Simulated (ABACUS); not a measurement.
**Rh: equation of state with PBE**

**Experimental background.**

From “Thermal equation of state of rhodium characterized by XRD in a resistively heated diamond anvil cell”, 2024, pmc:11535440, for a bulk crystal of Rh: bulk modulus 264 ± 1 GPa.

The system is Rh.

```
Rh
1.0
     0.00000    1.89785    1.89785
     1.89785    0.00000    1.89785
     1.89785    1.89785    0.00000
Rh
1
Direct
  0.00000 0.00000 0.00000
```

- Program: ABACUS 3.10.1
- Task: equation of state
- Functional: PBE
- Potentials or basis: Ansatz NC PBE
- Cutoff: 1361 eV
- Density cutoff: 5442 eV
- Basis: DZP LCAO (the cutoffs set its grid)
- k mesh: 11 × 11 × 11
- Occupations: fermi-dirac, width 0.05 eV
- Spin: no spin polarisation
- Orbital files: Rh Rh_confined-atom_7au_3s2p2d1f.orb
- Radial cutoff of the potentials (pseudo_rcut): 10 bohr
- SCF threshold on the density: 1e-07
- Max SCF steps: 100
- Eigensolver: scalapack_gvx
- Mixing: broyden
- Mixing share: 0.7
- Symmetry key: 1

The equilibrium volume is 14.16 Å³/atom, the bulk modulus is 253 GPa and the pressure derivative of the bulk modulus is 4.7 (rough: it moves with the points fitted).

Energy against volume, from the lowest point:
```csv
volume (Å³/atom),energy (meV/atom)
12.851,111.95
13.398,33.19
13.945,0.00
14.492,3.35
```

All runs of the series together: 17 s on 4 threads of Intel(R) Xeon(R) Platinum 8559C (Emerald Rapids), on a shared host.

A measured bulk modulus of Rh is 264 GPa (quoted in “Thermal equation of state of rhodium characterized by XRD in a resistively heated diamond anvil cell”, 2024, pmc:11535440); the calculated 253 GPa misses it by -4.0 %. The fit is for a static lattice scaled at fixed shape and fixed fractional positions.

Caveat: the atomic orbitals were generated for these runs and aren't a published set; the basis of atomic orbitals isn't converged, which shifts pressures, moduli and gaps. PBE usually gives volumes a little too large and moduli too small.
